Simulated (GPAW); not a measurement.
Wanted: an ASE script for a GPAW 26.7.0 run.

- Task: single point
- Functional: PBEsol
- Dispersion: D4
- Potentials or basis: PAW data sets generated in the run's folder for this functional
- Cutoff: 600 eV
- Basis: pw
- k mesh: 8 × 8 × 8
- Occupations: fermi-dirac, width 0.05 eV
- Spin: no spin polarisation
- Hubbard terms: Ti d U = 4.5 eV
- Maxiter: 150

The structure of TiAl lies in TiAl.xyz:

```xyz
2
Lattice="3.1790640000 0.0000000000 0.0000000000 0.0000000000 3.1790640000 0.0000000000 0.0000000000 0.0000000000 3.1790640000" Properties=species:S:1:pos:R:3 pbc="T T T"
Ti     0.0000000000      0.0000000000      0.0000000000
Al     1.5895320000      1.5895320000      1.5895320000
```

The cell comes from a database or a generator and needn't be the stable form of this composition.

One way to write it, as run:

run.py

```python
from ase.calculators.mixing import SumCalculator
from ase.dft.bandgap import bandgap
from ase.io import read, write
from ase.units import Bohr, GPa
from dftd4.ase import DFTD4
from gpaw import GPAW, PW, setup_paths
from gpaw.elf import elf_from_dft_calculation

setup_paths.insert(0, '.')

atoms = read('TiAl.xyz')

calc = GPAW(mode=PW(600),
            xc='PBEsol',
            kpts={'size': (8, 8, 8), 'gamma': True},
            occupations={'name': 'fermi-dirac', 'width': 0.05},
            setups={'Ti': ':d,4.5'},
            nbands=17,
            convergence={'density': 1e-05, 'energy': 1e-05},
            maxiter=150,
            txt='gpaw.txt')
atoms.calc = SumCalculator([calc, DFTD4(method='pbesol')])
energy = atoms.get_potential_energy()
forces = atoms.get_forces()
stress = atoms.get_stress()
calc.write('gs.gpw')
write('result.traj', atoms)
print(f'Energy: {energy:.6f} eV')
print('Forces (eV/A):')
print(forces.round(4))
print('Stress (GPa):', (stress / GPa).round(3))
print('Fermi level:', round(calc.get_fermi_level(), 4), 'eV')
print(f'Gap: {bandgap(calc)[0]:.4f} eV, direct: {bandgap(calc, direct=True)[0]:.4f} eV')

# fields on the real-space grid
write('density.cube', atoms, data=calc.get_pseudo_density() * Bohr**3)
write('potential.cube', atoms, data=calc.get_electrostatic_potential())
write('elf.cube', atoms, data=elf_from_dft_calculation(calc).data)
```

Potentials or basis: PAW data sets generated in the run's folder for this functional, pw.

Run with:

```console
$ gpaw-setup -f PBEsol Al Ti
$ OMP_NUM_THREADS=1 python run.py
```

Results of the run:

```yaml
Pressure: -0.3 GPa
Band_gap_on_the_k_mesh: none (metal or under the smearing width)
Dispersion_energy_per_atom: -0.168 eV
```

Caveat: U without spin polarisation on a metal has little footing; pairwise dispersion overbinds metals, which lowers pressure and volume; the U is typed as a test and isn't derived for this compound.

It took 17 s on 1 thread of Arm Neoverse V1, with other jobs on the host, peak memory 0.15 GiB.
